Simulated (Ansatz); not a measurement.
One structure type (P6_3/mmc), one member withheld

These are results of Ansatz 0.2.0, DFT, PBEsol, all-electron LAPW, scalar-relativistic, not measurements.

All cells have space group P6_3/mmc and are held fixed (conventional cell and sites). Prototypes and MP cells are computed structures that needn't be known or stable phases of these compounds. Gaps are the smallest over the k mesh and a high-symmetry path; Bader charges come from PAW runs of the same cells. Semilocal functionals give too small gaps and can close them; gaps under 0.4 eV may also close off the mesh. Rows with a moment start ferromagnetic; other orders may lie lower, and can open a gap.

Cd: a = 2.96 Å, b = 2.96 Å, c = 5.89 Å, α = 90.00°, β = 90.00°, γ = 120.00°; Cd 2c (0.333 0.667 0.250); 14×14×6 mesh, smearing 0.03 eV, MP-relaxed cell mp-94
Mg: a = 3.21 Å, b = 3.21 Å, c = 5.21 Å, α = 90.00°, β = 90.00°, γ = 120.00°; Mg 2c (0.333 0.667 0.250); 12×12×7 mesh, smearing 0.08 eV, COD 9008506, reported
Zr: a = 3.23 Å, b = 3.23 Å, c = 5.15 Å, α = 90.00°, β = 90.00°, γ = 120.00°; Zr 2c (0.333 0.667 0.250); 13×13×7 mesh, smearing 0.08 eV, COD 9008523, reported
Sc: a = 3.29 Å, b = 3.29 Å, c = 5.33 Å, α = 90.00°, β = 90.00°, γ = 120.00°; Sc 2c (0.333 0.667 0.250); 14×14×8 mesh, smearing 0.08 eV, MP-relaxed cell mp-67
Na: a = 3.77 Å, b = 3.77 Å, c = 6.15 Å, α = 90.00°, β = 90.00°, γ = 120.00°; Na 2c (0.333 0.667 0.250); 13×13×7 mesh, smearing 0.05 eV, COD 9011000, measured
Ti: a = 2.95 Å, b = 2.95 Å, c = 4.69 Å, α = 90.00°, β = 90.00°, γ = 120.00°; Ti 2c (0.333 0.667 0.250); 14×14×8 mesh, smearing 0.05 eV, COD 9008517, reported

| compound | P (GPa) | gap (eV) | cell moment (μB) |
| --- | --- | --- | --- |
| Cd | -2.2 | none | unpolarised run |
| Zr | -3.3 | none | unpolarised run |
| Sc | -2.7 | none | 0.0 |
| Na | -0.3 | none | unpolarised run |
| Ti | -5.9 | none | unpolarised run |

Q: Predict the row of Mg (no spin polarisation).

A: P (GPa): -1.1, gap (eV): none.
